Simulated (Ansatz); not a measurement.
**One atom moved over a plane in BN**

Computed with DFT PBE+D3(BJ), scalar-relativistic, plane waves, PAW (Ansatz 0.2.0). Settings: plane waves to 420 eV, k-mesh 12×12×4 (Γ-centred), Gaussian smearing 0.05 eV. No spin polarisation. Energies are free energies at this smearing, counted from the undisturbed cell; pressure is positive in compression.

The starting cell (relaxed at this level):

```
B N
1.0
     2.50644    0.00000    0.00000
    -1.25322    2.17064    0.00000
     0.00000    0.00000    6.61685
B N
2 2
Direct
  0.33333 0.66667 0.25000
  0.66667 0.33333 0.75000
  0.33333 0.66667 0.75000
  0.66667 0.33333 0.25000
```

Atom 3 (N) is moved by p along (0.000, 1.000, 0.000) and q along (0.000, 0.000, 1.000) (Å), all else fixed. Points are written (p, q).

p was sampled at -0.600, -0.300, 0.000, 0.300, 0.600 and q at -0.600, -0.300, 0.000, 0.300, 0.600.

Where on the computed points is the energy highest, and how high?

At (0.600, 0.000): 19.77 eV/cell.

Away from (0, 0), which computed point is lowest?

(0.000, -0.300), (0.000, 0.300): 0.62 eV/cell.

The map, in eV/cell:

```csv
p \ q,-0.600,-0.300,0.000,0.300,0.600
-0.600,3.71,2.87,2.75,2.87,3.71
-0.300,3.06,1.66,1.27,1.66,3.06
0.000,2.52,0.62,0.00,0.62,2.52
0.300,3.62,2.76,2.65,2.76,3.62
0.600,9.24,15.59,19.77,15.59,9.24
```

Cost: 15 runs of about 3.7 core-minutes in all, on Intel Xeon Processor @ 2.50GHz (Skylake/Cascade Lake) (shared hosts).